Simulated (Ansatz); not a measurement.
**Phases of K at 0.33 GPa**

Structure types of K are relaxed in primitive cells with their symmetry kept at 0.33 GPa, first on PAW files, then by LAPW. The enthalpy is E + pV at zero temperature, without zero-point motion. Only the types listed were tried, and differences under about 5 meV/atom are mesh noise.

Level of theory: DFT with PBE, scalar-relativistic, in Ansatz 0.2.0; Fermi–Dirac smearing of 0.05 eV, no spin polarisation. LAPW: all electrons, basis error target 0.5 meV/atom; PAW: frozen-core files, cutoff 420 eV.

k meshes: fcc 10×10×10, bcc 11×11×11, hcp 10×10×5, diamond 8×8×8, simple hexagonal 10×10×9, sc 9×9×9.

| start type | ends as | a, b, c (Å) | V (Å³/atom) | H − H(lowest), LAPW (meV/atom) |
| --- | --- | --- | --- | --- |
| fcc | fcc, Fm-3m | 6.491, 6.491, 6.491 | 68.36 | 2.0 |
| bcc | bcc, Im-3m | 5.152, 5.152, 5.152 | 68.36 | 0.0 |
| hcp | hcp, P6_3/mmc | 4.591, 4.591, 7.491 | 68.37 | 2.3 |
| diamond | diamond, Fd-3m | 9.005, 9.005, 9.005 | 91.27 | 359.4 |
| simple hexagonal | simple hexagonal, P6/mmm | 4.421, 4.421, 4.147 | 70.17 | ? |
| sc | sc, Pm-3m | 4.158, 4.158, 4.158 | 71.89 | ? |

Q: Fill in "H − H(lowest), LAPW (meV/atom)" for the row "simple hexagonal".

A: 66.8.

Q: What belongs in the row "sc", column "H − H(lowest), LAPW (meV/atom)"?

A: 117.4.
